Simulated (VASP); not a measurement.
Crystal: RbCl.

```
Rb Cl
1.0
     0.00000    3.27400    3.27400
     3.27400    0.00000    3.27400
     3.27400    3.27400    0.00000
Rb Cl
1 1
Direct
  0.00000 0.00000 0.00000
  0.50000 0.50000 0.50000
```

```yaml
Program: VASP 6.6.1
Task: relaxation of cell and atoms
Functional: PBE
Potentials_or_basis: VASP PAW PBE potentials, release 64 (Rb_sv, Cl)
Cutoff: 600 eV
k_mesh: 8 × 8 × 8
Occupations: gaussian, width 0.03 eV
Spin: no spin polarisation
```

At the start: pressure 1.2 GPa; volume 35.09 Å³/atom.

Task: How do energy, volume and symmetry change on relaxing?

Result: Over 5 steps the energy falls by 8.8 meV/atom and the volume is 37.60 Å³/atom (+7.1 %); space group Fm-3m (No. 225, to 0.05 Å).

The path:
| step | energy change (eV) | largest force (eV/Å) | pressure (GPa) | volume (Å³) |
| --- | --- | --- | --- | --- |
| 1 | 0.0000 | 0.0000 | 1.18 | 70.19 |
| 2 | -0.0139 | 0.0000 | 0.52 | 72.86 |
| 3 | -0.0150 | 0.0000 | -0.34 | 77.38 |
| 4 | -0.0175 | 0.0000 | -0.05 | 75.50 |
| 5 | -0.0176 | 0.0000 | 0.01 | 75.21 |

Final structure:
```
Rb Cl
1.0
     0.00000    3.35023    3.35023
     3.35023    0.00000    3.35023
     3.35023    3.35023    0.00000
Rb Cl
1 1
Direct
  0.00000 0.00000 0.00000
  0.50000 0.50000 0.50000
```
